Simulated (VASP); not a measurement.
# TiCo (Pm-3m) in VASP: single point with PBE

Aim: the single point of TiCo with PBE.

Everything below comes from runs of VASP 6.6.1. Logs are shortened: lines on timing, memory, paths and dates and some standing lists are left out, and cuts for length are marked.

## Step 1: The cell of the first run

Symmetry: Pm-3m, No. 221, cubic system. The conventional cell has a = 2.985 Å, b = 2.985 Å, c = 2.985 Å, α = 90.00°, β = 90.00°, γ = 90.00°. Ti (site symmetry m-3m) is surrounded by 8 Co at 2.58 Å. Co (site symmetry m-3m) is surrounded by 8 Ti at 2.58 Å.

The cell comes from a database or a generator and needn't be the stable form of this composition.

## Step 2: Single point, PBE, collinear spin, typed start (cell and atoms relaxed tightly for response)

INCAR

```
SYSTEM = TiCo
PREC = Accurate
ENCUT = 520
EDIFF = 1E-6
ISMEAR = 0
SIGMA = 0.2
LREAL = .FALSE.
LASPH = .TRUE.
NELM = 150
ALGO = Fast
ISIF = 2
LWAVE = .FALSE.
LCHARG = .TRUE.
ISPIN = 2
MAGMOM = 0 1.09
LORBIT = 11
LMAXMIX = 4
GGA = PE
LELF = .TRUE.
LVHAR = .TRUE.
NBANDS = 22
```

KPOINTS

```
Automatic mesh
0
G
  14 14 14
  0 0 0
```

POSCAR

```
TiCo
1.0
    2.9846712444      0.0000000000      0.0000000000
    0.0000000000      2.9846712444      0.0000000000
    0.0000000000      0.0000000000      2.9846712444
Ti Co
1 1
Direct
    0.0000000000      0.0000000000      0.0000000000
    0.5000000000      0.5000000000      0.5000000000
```

Potentials or basis: VASP PAW PBE potentials, release 64 (Ti_sv, Co).

Command:

```sh
$ cat potpaw_PBE.64/Ti_sv/POTCAR potpaw_PBE.64/Co/POTCAR > POTCAR
$ mpirun -np 1 vasp_std > vasp.out
```

OUTCAR:

```text
SYSTEM = TiCo
   PREC = Accurate
   ENCUT = 520
   EDIFF = 1E-6
   ISMEAR = 0
   LREAL = .FALSE.
   LASPH = .TRUE.
   NELM = 150
   ISIF = 2
   ISPIN = 2
   LORBIT = 11
   GGA = PE

 ion  position               nearest neighbor table
   1  0.000  0.000  0.000-   2 2.58   2 2.58   2 2.58   2 2.58   2 2.58   2 2.58   2 2.58   2 2.58

   2  0.500  0.500  0.500-   1 2.58   1 2.58   1 2.58   1 2.58   1 2.58   1 2.58   1 2.58   1 2.58

  LATTYP: Found a simple cubic cell.
 ALAT       =     2.9846712444

  Lattice vectors:

 A1 = (   2.9846712444,   0.0000000000,   0.0000000000)
 A2 = (   0.0000000000,   2.9846712444,   0.0000000000)
 A3 = (   0.0000000000,   0.0000000000,   2.9846712444)

Analysis of symmetry for initial positions (statically):
=====================================================================
 Subroutine PRICEL returns:
 Original cell was already a primitive cell.

 Routine SETGRP: Setting up the symmetry group for a
 simple cubic supercell.

 Subroutine GETGRP returns: Found 48 space group operations
 (whereof 48 operations were pure point group operations)
 out of a pool of 48 trial point group operations.

The static configuration has the point symmetry O_h .

Analysis of symmetry for dynamics (positions and initial velocities):
=====================================================================
 Subroutine PRICEL returns:
 Original cell was already a primitive cell.

 Routine SETGRP: Setting up the symmetry group for a
 simple cubic supercell.

 Subroutine GETGRP returns: Found 48 space group operations
 (whereof 48 operations were pure point group operations)
 out of a pool of 48 trial point group operations.

The dynamic configuration has the point symmetry O_h .

Analysis of structural, dynamic, and magnetic symmetry:
=====================================================================
 Subroutine PRICEL returns:
 Original cell was already a primitive cell.

 Routine SETGRP: Setting up the symmetry group for a
 simple cubic supercell.

 Subroutine GETGRP returns: Found 48 space group operations
 (whereof 48 operations were pure point group operations)
 out of a pool of 48 trial point group operations.

The overall configuration has the point symmetry O_h .

 Subroutine INISYM returns: Found 48 space group operations
 (whereof 48 operations are pure point group operations),
 and found     1 'primitive' translations

----------------------------------------------------------------------------------------

                                     Primitive cell

  volume of cell :      26.5882

  direct lattice vectors                    reciprocal lattice vectors
     2.984671244  0.000000000  0.000000000     0.335045276  0.000000000  0.000000000
     0.000000000  2.984671244  0.000000000     0.000000000  0.335045276  0.000000000
     0.000000000  0.000000000  2.984671244     0.000000000  0.000000000  0.335045276

  length of vectors
     2.984671244  2.984671244  2.984671244     0.335045276  0.335045276  0.335045276

  position of ions in fractional coordinates (direct lattice)
     0.000000000  0.000000000  0.000000000
     0.500000000  0.500000000  0.500000000

  ion indices of the primitive-cell ions
   primitive index   ion index
                 1           1
                 2           2

----------------------------------------------------------------------------------------

 KPOINTS: Automatic mesh

Automatic generation of k-mesh.
 Grid dimensions read from file:
 generate k-points for:   14   14   14

 Generating k-lattice:

  Cartesian coordinates                     Fractional coordinates (reciprocal lattice)
     0.023931805  0.000000000  0.000000000     0.071428571  0.000000000  0.000000000
     0.000000000  0.023931805  0.000000000     0.000000000  0.071428571  0.000000000
     0.000000000  0.000000000  0.023931805     0.000000000  0.000000000  0.071428571

  Length of vectors
     0.023931805  0.023931805  0.023931805

  Shift w.r.t. Gamma in fractional coordinates (k-lattice)
     0.000000000  0.000000000  0.000000000

 Subroutine IBZKPT returns following result:
 ===========================================

 Found    120 irreducible k-points:

 Following reciprocal coordinates:
            Coordinates               Weight
  0.000000  0.000000  0.000000      1.000000
  0.071429  0.000000  0.000000      6.000000
  0.142857  0.000000  0.000000      6.000000
  0.214286  0.000000  0.000000      6.000000
  0.285714  0.000000  0.000000      6.000000
  0.357143  0.000000  0.000000      6.000000
[... 16 lines left out ...]
  0.285714  0.214286  0.000000     24.000000
  0.357143  0.214286  0.000000     24.000000
 [... further k-points ...]
   k-points           NKPTS =    120   k-points in BZ     NKDIM =    120   number of bands    NBANDS=     22
   number of dos      NEDOS =    301   number of ions     NIONS =      2
   total plane-waves  NPLWV =  13824
   dimension x,y,z NGX =    24 NGY =   24 NGZ =   24
   dimension x,y,z NGXF=    48 NGYF=   48 NGZF=   48
   ions per type =               1   1
   NGX,Y,Z   is equivalent  to a cutoff of  13.37, 13.37, 13.37 a.u.
   NGXF,Y,Z  is equivalent  to a cutoff of  26.74, 26.74, 26.74 a.u.
 SYSTEM =  TiCo
   PREC   = accura    normal or accurate (medium, high low for compatibility)
   ISTART =      0    job   : 0-new  1-cont  2-samecut
   ICHARG =      2    charge: 1-file 2-atom 10-const
   ISPIN  =      2    spin polarized calculation?
   LNONCOLLINEAR =      F non collinear calculations
   LSORBIT =      F    spin-orbit coupling
   LASPH  =      T    aspherical Exc in radial PAW
   ENCUT  =  520.0 eV  38.22 Ry    6.18 a.u.   5.55  5.55  5.55*2*pi/ulx,y,z
   NELM   =    150;   NELMIN=  2; NELMDL= -5     # of ELM steps
   EDIFF  = 0.1E-05   stopping-criterion for ELM
   LREAL  =      F    real-space projection
   EDIFFG = 0.1E-04   stopping-criterion for IOM
   NSW    =      0    number of steps for IOM
   IBRION =     -1    ionic relax: 0-MD 1-quasi-New 2-CG
   NFREE  =      0    steps in history (QN), initial steepest desc. (CG)
   ISIF   =      2    stress and relaxation
   ISYM   =      2    0-nonsym 1-usesym 2-fastsym
   POTIM  = 0.5000    time-step for ionic-motion
   TEBEG  =    0.0;   TEEND  =   0.0 temperature during run
   PSTRESS=    0.0 pullay stress
   NELECT =      21.0000    total number of electrons
   NUPDOWN=      -1.0000    fix difference up-down
   EMIN   =  10.00;   EMAX   =-10.00  energy-range for DOS
   EFERMI =   0.00;   METHOD = LEGACY
   ISMEAR =     0;   SIGMA  =   0.20  broadening in eV -4-tet -1-fermi 0-gaus
   EFERMI_NEDOS =   21; number of points for ismear=-14 and -15
   IALGO  =     68    algorithm
   IMIX   =      4    mixing-type and parameters
     AMIX     =   0.40;   BMIX     =  1.00
     AMIX_MAG =   1.60;   BMIX_MAG =  1.00
  volume/ion in A,a.u.               =      13.29        89.71
  Fermi-wavevector in a.u.,A,eV,Ry     =   1.513276  2.859677 31.157392  2.290004
  Thomas-Fermi vector in A             =   2.623088
   LORBIT       =     11    0 simple, 1 ext, 2 COOP (PROOUT), +10 PAW based schemes
   GGA     = PE    functional components
   LHFCALC =     F    Hartree Fock is set to
   AEXX    =    0.0000 exact exchange contribution
   IVDW    =     0    specifies the selected vdW correction
   LEPSILON=     F    determine dielectric tensor
   LRPA    =     F    only Hartree local field effects (RPA)
 spin polarized calculation
 RMM-DIIS sequential band-by-band and
 Gauss-broadening in eV      SIGMA  =   0.20
  energy-cutoff  :      520.00
  volume of cell :       26.59
 maximum number of plane-waves:       739
 NGX is ok and might be reduce to    24
   NGX = 11   NGY = 11   NGZ = 11

 number of electron      20.9999983 magnetization       0.8159198

 Free energy of the ion-electron system (eV)
  ---------------------------------------------------
  ext. energy  EPLUGINS =         0.00000000
  ---------------------------------------------------
  free energy    TOTEN  =       -15.69332983 eV

  energy without entropy =      -15.65399106  energy(sigma->0) =      -15.67366045

 E-fermi :   9.9388     XC(G=0): -12.5821

 val. band max:        9.9371107513   @ k =   0.5000   0.5000   0.2143
 cond. band min:       9.9419801658   @ k =   0.2857   0.0714   0.0714
 fundamental gap:      0.0048694145
 Fermi energy:         9.9388231448

 spin component 1

 k-point     1 :       0.0000    0.0000    0.0000
  band No.  band energies     occupation
      1     -47.2034      1.00000
      2     -23.2955      1.00000
      3     -23.2955      1.00000
      4     -23.2955      1.00000
      5       2.2581      1.00000
      6       5.7902      1.00000
[... 14 lines left out ...]
     21      29.5069      0.00000
     22      30.9009      0.00000
[... 552 lines left out ...]
  band No.  band energies     occupation
      1     -47.1662      1.00000
      2     -23.5231      1.00000
      3     -23.3871      1.00000
      4     -23.2671      1.00000
      5       4.9913      1.00000
      6       6.3951      1.00000
[... 14 lines left out ...]
     21      28.0154      0.00000
     22      29.5219      0.00000

 [... further k-points ...]

 spin component 2

 k-point     1 :       0.0000    0.0000    0.0000
  band No.  band energies     occupation
      1     -47.2160      1.00000
      2     -23.3090      1.00000
      3     -23.3090      1.00000
      4     -23.3090      1.00000
      5       2.2470      1.00000
      6       6.4239      1.00000
[... 14 lines left out ...]
     21      29.5506      0.00000
     22      30.7868      0.00000
[... 552 lines left out ...]
  band No.  band energies     occupation
      1     -47.1785      1.00000
      2     -23.5389      1.00000
      3     -23.4016      1.00000
      4     -23.2805      1.00000
      5       5.0518      1.00000
      6       6.8881      1.00000
[... 14 lines left out ...]
     21      27.9254      0.00000
     22      29.5794      0.00000

 [... further k-points ...]
[... 5 lines left out ...]
  --------------------------------------------------------------------------------------
  -------------------------------------------------------------------------------------
  Total       -0.1039222     -0.1039222     -0.1039222      0.0000000      0.0000000     -0.0000000
  in kB       -6.2622374     -6.2622374     -6.2622374      0.0000000      0.0000000     -0.0000000
  external PRESSURE =      -6.2622374 kB  Pullay stress =       0.0000000 kB

 VOLUME and BASIS-vectors are now :
 -----------------------------------------------------------------------------
  energy-cutoff  :      520.00
  volume of cell :       26.59
      direct lattice vectors                 reciprocal lattice vectors
     2.984671244  0.000000000  0.000000000     0.335045276  0.000000000  0.000000000
     0.000000000  2.984671244  0.000000000     0.000000000  0.335045276  0.000000000
     0.000000000  0.000000000  2.984671244     0.000000000  0.000000000  0.335045276

 POSITION                                       TOTAL-FORCE (eV/Angst)
 -----------------------------------------------------------------------------------
      0.00000      0.00000      0.00000         0.000000      0.000000      0.000000
      1.49234      1.49234      1.49234         0.000000      0.000000      0.000000
 -----------------------------------------------------------------------------------
    total drift:                                0.000000      0.000000     -0.000000

  FREE ENERGIE OF THE ION-ELECTRON SYSTEM (eV)
  ---------------------------------------------------
  free  energy   TOTEN  =       -15.6933298299 eV

  energy  without entropy=      -15.6539910616  energy(sigma->0) =      -15.67366045

 total charge

# of ion       s       p       d       tot
------------------------------------------
    1        2.247   6.180   1.860  10.288
    2        0.526   0.459   7.307   8.291
--------------------------------------------------
tot          2.773   6.639   9.167  18.579

 magnetization (x)

# of ion       s       p       d       tot
------------------------------------------
    1       -0.002  -0.012  -0.017  -0.032
    2        0.027  -0.006   0.876   0.897
--------------------------------------------------
tot          0.025  -0.018   0.859   0.866
```

Run time: 2 min. Hardware: 1 thread of Intel Xeon Platinum 8259CL at 2.50GHz (Skylake/Cascade Lake), shared host; peak memory 0.23 GiB.

Results:

| Quantity | Value |
| --- | --- |
| Free energy | -15.6933 eV |
| Pressure | -0.6 GPa |
| Band gap on the k mesh | none (metal or under the smearing width) |
| Net moment | 0.82 μB per cell |
| Site moments | Ti -0.03; Co +0.90 μB |
| Valence electrons inside the program's atomic spheres | Ti 10.29; Co 8.29 |
